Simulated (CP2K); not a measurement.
The system is Fe.

```
Fe
1.0
     2.49935    0.00000    0.00000
    -0.83312    2.35641    0.00000
    -0.83312   -1.17820    2.04071
Fe
1
Direct
  0.00000 0.00000 0.00000
```

Program: CP2K 2026.2. Alike in all runs: spin collinear, ferromagnetic start; cell as given; k mesh 13 × 13 × 13.

Question: Order these runs on this cell by their pressure, lowest first.
A. level PBE; potentials or basis POTENTIAL_UZH Fe GTH-PBE-q16; TZVP-MOLOPT-PBE-GTH basis; smearing gaussian 0.028 eV; EPS_DEFAULT 1.0E-10; MIXING METHOD BROYDEN_MIXING; MIXING ALPHA 0.2; NBUFFER 10; basis sets Fe TZVP-MOLOPT-PBE-GTH-q16
B. level PBEsol; potentials or basis POTENTIAL_UZH Fe GTH-PBE-q16; TZVP-MOLOPT-PBE-GTH basis; smearing fermi-dirac 0.1 eV; EPS_DEFAULT 1.0E-9; MIXING METHOD BROYDEN_MIXING; MIXING ALPHA 0.2; NBUFFER 10; basis sets Fe TZVP-MOLOPT-PBE-GTH-q16
C. level r2SCAN; potentials or basis POTENTIAL_UZH Fe GTH-SCAN-q16; TZVP-MOLOPT-SCAN-GTH basis; smearing fermi-dirac 0.01 eV; EPS_DEFAULT 1.0E-9; MIXING METHOD PULAY_MIXING; MIXING ALPHA 0.4; NBUFFER 6; basis sets Fe TZVP-MOLOPT-SCAN-GTH-q16
D. level LDA; potentials or basis GTH_POTENTIALS Fe GTH-PADE-q16; TZVP-MOLOPT-PBE-GTH basis; smearing fermi-dirac 0.01 eV; EPS_DEFAULT 1.0E-9; MIXING METHOD BROYDEN_MIXING; MIXING ALPHA 0.2; NBUFFER 10; basis sets Fe TZVP-MOLOPT-PBE-GTH-q16

Answer: D (-18.6 GPa), B (-12.5 GPa), A (-2.4 GPa), C (1.3 GPa).

Caveats: the basis of atomic orbitals isn't converged, which shifts pressures, moduli and gaps; so large a pressure means that the cell lies far from this level's equilibrium, or that cutoff or potentials fall short (some runs); the potentials were made for another functional, which shifts forces and pressure (some runs).

Not every run made on this cell is shown here.
